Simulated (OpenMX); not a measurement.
Crystal: GaN.

```
Ga N
1.0
     3.21154    0.00000    0.00000
    -1.60577    2.78127    0.00000
     0.00000    0.00000   10.35684
Ga N
4 4
Direct
  0.00000 0.00000 0.78587
  0.66667 0.33333 0.03735
  0.33333 0.66667 0.53735
  0.00000 0.00000 0.28587
  0.00000 0.00000 0.09304
  0.66667 0.33333 0.34375
  0.00000 0.00000 0.59304
  0.33333 0.66667 0.84374
```

The cell is a database's computed one.

- Program: OpenMX 3.8.5
- Task: single point
- Functional: PBE
- Potentials or basis: OpenMX 2013 PBE set, Ga7.0-s3p2d2, N6.0-s2p2d1, grid cutoff 500 Ry
- k mesh: 11 × 11 × 3
- Occupations: fermi-dirac, width 0.05 eV
- Spin: no spin polarisation

On this cell: pressure 1.8 GPa; largest force 0.646 eV/Å; band gap on the k mesh 1.03 eV, direct.

The same run follows on a disturbed copy (atoms moved at random, drawn with an rms of 0.05 Å):

```
Ga N
1.0
     3.21154    0.00000    0.00000
    -1.60577    2.78127    0.00000
     0.00000    0.00000   10.35684
Ga N
4 4
Cartesian
  -0.0065 -0.0413 8.1187
  1.6272 0.9575 0.3689
  -0.0074 1.8765 5.5421
  -0.0248 0.0262 2.9979
  -0.0015 0.0265 0.9756
  1.5940 0.9132 3.5584
  -0.0055 0.0054 6.1549
  -0.0768 1.8824 8.7512
```

What does the disturbed cell give?

The energy moves by +11.3 meV/atom; pressure 1.7 GPa; largest force 1.468 eV/Å; band gap on the k mesh 1.01 eV, direct.

Forces on the atoms (eV/Å):
```
Ga  -1.076  0.913  0.258
Ga  -0.207 -0.034 -0.197
Ga   0.020 -0.177 -0.106
Ga   0.233 -0.534 -0.996
N    0.270  0.007  0.012
N   -0.219  0.481  1.056
N   -0.090  0.187 -0.620
N    1.019 -0.875  0.593
```

Caveats: the basis of atomic orbitals isn't converged, which shifts pressures, moduli and gaps.

